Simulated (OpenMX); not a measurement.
## Mg2Ge: equation of state with PBE

Crystal: Mg2Ge.

```
Ge Mg
1.0
     0.00000    3.18900    3.18900
     3.18900    0.00000    3.18900
     3.18900    3.18900    0.00000
Ge Mg
1 2
Direct
  0.00000 0.00000 0.00000
  0.75000 0.75000 0.75000
  0.25000 0.25000 0.25000
```

```yaml
Program: OpenMX 3.8.5
Task: equation of state
Functional: PBE
Potentials_or_basis: OpenMX 2013 PBE set, Ge7.0-s2p2d1, Mg7.0-s3p2, fixed grid of 50 × 50 × 50 points
k_mesh: 7 × 7 × 7
Occupations: fermi-dirac, width 0.05 eV
Spin: no spin polarisation
Mixing_scheme: rmm-diisk
SCF_threshold: 1e-08 Ha
Solver: band
Grid_points_held_for_all_volumes: 50 × 50 × 50
```

```yaml
Equilibrium_volume: "23.01 Å³/atom (rough: see the caveat)"
Bulk_modulus: 43 GPa (rough)
```

Energy against volume, from the lowest point:
```tsv
volume (Å³/atom)	energy (meV/atom)
20.324	53.31
20.756	36.03
21.188	22.55
21.621	12.65
22.053	5.76
22.486	1.58
22.918	0.00
```

Caveat: the minimum lies outside the volumes run; volumes in these bases differ from converged ones by about 1 %, for some elements by several; the basis of atomic orbitals isn't converged, which shifts pressures, moduli and gaps.
